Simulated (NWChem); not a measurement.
**HF/3-21G run of CHF3 (trifluoromethane), part 1 of 2**

What is the energy change on altering one bond length of CHF3 (trifluoromethane) at HF/3-21G? 

Program for the calculation: NWChem 7.3.0.

6 further runs of the same task are left out: 3 that didn't finish, 3 set aside as unsound or not needed.

## (1) Starting point

CHF3 has 5 atoms, charge 0, and is taken as a singlet. SMILES: `FC(F)F`. The shape is that of a PBE0-D4/def2-TZVP optimisation.

Bond lengths: F1–C2 1.331 Å, C2–F3 1.331 Å, C2–F4 1.331 Å, C2–H5 1.093 Å. Angles: F1–C2–F3 108.5°, F1–C2–F4 108.5°, F3–C2–F4 108.5°, F1–C2–H5 110.4°, F3–C2–H5 110.4°, F4–C2–H5 110.4°.

## (2) Energy and gradient at HF/3-21G

Contents of test.nw:

```
START test
memory 2200 mb
charge 0
GEOMETRY units angstrom noautosym nocenter noautoz
   F       -0.668650      -0.329700       1.079190
   C        0.019500       0.056360       0.006820
   F        1.047350      -0.773770      -0.157470
   F       -0.772570      -0.035090      -1.059420
   H        0.374370       1.082210       0.130870
END
BASIS spherical bse
   * library 3-21G
END
SCF
   thresh 1e-08
   maxiter 80
   print low
END
TASK scf gradient
```

Command:

```sh
$ nwchem test.nw > test.out
```

Output:

```text
Northwest Computational Chemistry Package (NWChem) 7.3.0
             --------------------------------------------------------

           Job information
           ---------------

    nwchem branch   = 7.3.0
    use scalapack   = T
    input           = test.nw
    prefix          = test.
    data base       = ./test.db
    status          = startup
    nproc           =        1

           Memory information
           ------------------

    heap     =     72089598 doubles =      550.0 Mbytes
    stack    =     72089595 doubles =      550.0 Mbytes
    global   =    144179200 doubles =     1100.0 Mbytes (distinct from heap & stack)
    total    =    288358393 doubles =     2200.0 Mbytes
    verify   = yes
    hardfail = no

           Directory information
           ---------------------

  0 permanent = .
  0 scratch   = .

                                NWChem Input Module
                                -------------------

 Scaling coordinates for geometry "geometry" by  1.889725989
 (inverse scale =  0.529177249)

                             Geometry "geometry" -> ""
                             -------------------------

 Output coordinates in angstroms (scale by  1.889725989 to convert to a.u.)

  No.       Tag          Charge          X              Y              Z
 ---- ---------------- ---------- -------------- -------------- --------------
    1 F                    9.0000    -0.66865000    -0.32970000     1.07919000
    2 C                    6.0000     0.01950000     0.05636000     0.00682000
    3 F                    9.0000     1.04735000    -0.77377000    -0.15747000
    4 F                    9.0000    -0.77257000    -0.03509000    -1.05942000
    5 H                    1.0000     0.37437000     1.08221000     0.13087000

      Atomic Mass
      -----------

      F                 18.998400
      C                 12.000000
      H                  1.007825

 Effective nuclear repulsion energy (a.u.)     133.9529440184

            Nuclear Dipole moment (a.u.)
            ----------------------------
        X                 Y               Z
 ---------------- ---------------- ----------------
    -5.7702027171   -16.6799876916    -2.0173013901

            XYZ format geometry
            -------------------
     5
 geometry
 F                    -0.66865000    -0.32970000     1.07919000
 C                     0.01950000     0.05636000     0.00682000
 F                     1.04735000    -0.77377000    -0.15747000
 F                    -0.77257000    -0.03509000    -1.05942000
 H                     0.37437000     1.08221000     0.13087000

 ==============================================================================
                                internuclear distances
 ------------------------------------------------------------------------------
       center one      |      center two      | atomic units |  angstroms
 ------------------------------------------------------------------------------
    2 C                |   1 F                |     2.51594  |     1.33138
    3 F                |   2 C                |     2.51595  |     1.33138
    4 F                |   2 C                |     2.51597  |     1.33139
    5 H                |   2 C                |     2.06464  |     1.09256
 ------------------------------------------------------------------------------
                         number of included internuclear distances:          4
 ==============================================================================

 ==============================================================================
                                 internuclear angles
 ------------------------------------------------------------------------------
        center 1       |       center 2       |       center 3       |  degrees
 ------------------------------------------------------------------------------
    1 F                |   2 C                |   3 F                |   108.52
    1 F                |   2 C                |   4 F                |   108.52
    1 F                |   2 C                |   5 H                |   110.41
    3 F                |   2 C                |   4 F                |   108.52
    3 F                |   2 C                |   5 H                |   110.41
    4 F                |   2 C                |   5 H                |   110.41
 ------------------------------------------------------------------------------
                            number of included internuclear angles:          6
 ==============================================================================

 Summary of "ao basis" -> "" (spherical)
 ------------------------------------------------------------------------------
       Tag                 Description            Shells   Functions and Types
 ---------------- ------------------------------  ------  ---------------------
 *                           3-21G                    on all atoms

                      Basis "ao basis" -> "ao basis" (spherical)
                      -----
  [basis functions not shown]

 Summary of "ao basis" -> "ao basis" (spherical)
 ------------------------------------------------------------------------------
       Tag                 Description            Shells   Functions and Types
 ---------------- ------------------------------  ------  ---------------------
 F                           3-21G                   5        9   3s2p
 C                           3-21G                   5        9   3s2p
 H                           3-21G                   2        2   2s

                                 NWChem SCF Module
                                 -----------------

  ao basis        = "ao basis"
  functions       =    38
  atoms           =     5
  closed shells   =    17
  open shells     =     0
  charge          =   0.00
  wavefunction    = RHF
  input vectors   = atomic
  output vectors  = ./test.movecs
  use symmetry    = F
  symmetry adapt  = F

 Forming initial guess at       0.0s

 Starting SCF solution at       0.0s

       Final RHF  results
       ------------------

         Total SCF energy =   -334.950675266735
      One-electron energy =   -732.941705093932
      Two-electron energy =    264.038085808792
 Nuclear repulsion energy =    133.952944018405

        Time for solution =      0.3s

                              NWChem Gradients Module
                              -----------------------

                         RHF ENERGY GRADIENTS

    atom               coordinates                        gradient
                 x          y          z           x          y          z
   1 F      -1.263565  -0.623043   2.039373    0.007822   0.004583  -0.012026
   2 C       0.036850   0.106505   0.012888   -0.011221  -0.032448  -0.003914
   3 F       1.979205  -1.462213  -0.297575   -0.011468   0.009573   0.001878
   4 F      -1.459946  -0.066310  -2.002014    0.008983   0.001274   0.012008
   5 H       0.707457   2.045080   0.247308    0.005884   0.017017   0.002055

 Task  times  cpu:        0.4s     wall:        0.4s
 Total times  cpu:        0.4s     wall:        0.4s
```

It took 0.9 s on 1 thread of Intel Xeon 6975P-C (Granite Rapids), shared host; peak memory 0.1 GiB.

(Continued in part 2 of 2.)
